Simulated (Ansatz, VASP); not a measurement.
# BP in VASP and in Ansatz

```xyz
2
Lattice="0.0000 2.2683 2.2683 2.2683 0.0000 2.2683 2.2683 2.2683 0.0000" Properties=species:S:1:pos:R:3 pbc="T T T"
B     0.0000    0.0000    0.0000
P     1.1341    1.1341    1.1341
```

Alike in both runs: task single point; functional r2SCAN; k mesh 10 × 10 × 10; occupations gaussian, width 0.02 eV; no spin polarisation.

```csv
,VASP,Ansatz
version,VASP 6.6.1,Ansatz 0.2.0
potentials or method,"VASP PAW PBE potentials, release 64 (B, P)","scalar-relativistic, plane waves, PAW"
plane-wave cutoff (eV),520,500
valence electrons in the cell,8,8
```

Ansatz gave:

```
gap on the k mesh at the Fermi level (eV) : 1.42
least direct gap on the mesh (eV)         : 3.60
pressure (GPa)                            : 0.0
```

**Question.** What did VASP give for the same quantities?

**Answer.** gap on the k mesh at the Fermi level (eV): 1.45; least direct gap on the mesh (eV): 3.64; pressure (GPa): -0.5.

Caveats: the PAW data sets were made with another functional, which shifts forces and pressure a little (VASP). r2SCAN opens gaps a little over a GGA but as a rule still falls short of measured ones. A k mesh can miss the band edges.
